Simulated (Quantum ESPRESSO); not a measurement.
# Rh under changes of volume

One of the cells (13.671 Å³/atom); the others are scaled copies at fixed shape and fractional positions:

```xyz
1
Lattice="0.0000 1.8979 1.8979 1.8979 0.0000 1.8979 1.8979 1.8979 0.0000" Properties=species:S:1:pos:R:3 pbc="T T T"
Rh    0.0000    0.0000    0.0000
```

- Program: Quantum ESPRESSO 7.5
- Functional: PBEsol
- Potentials or basis: GBRV 1.5 PBEsol
- Cutoff: 612 eV
- Density cutoff: 4898 eV
- k mesh: 12 × 12 × 12
- Occupations: fermi-dirac, width 0.05 eV
- Spin: no spin polarisation

```tsv
volume (Å³/atom)	energy over the lowest point (meV/atom)	pressure (GPa)
12.851	33.61	17.4
13.125	10.64	9.7
13.398	0.00	3.0
13.671	0.27	-3.0
13.945	10.17	-8.3
14.218	?	?
14.492	54.50	-17.1
```

What does the run at 14.218 Å³/atom give?

Energy over the lowest point 28.59 meV/atom; pressure -13.0 GPa.

Worked out: A Birch-Murnaghan fit of order 3 (a polynomial in V^(-2/3)) to the other rows has its minimum at 13.53 Å³/atom with B0 = V·E''(V) = 298 GPa and B' = 5.1. It gives 28.53 meV/atom at 14.218 Å³/atom, against the run's 28.59, and -dE/dV = -13.1 GPa, against -13.0.

Energies are extrapolated to zero smearing.
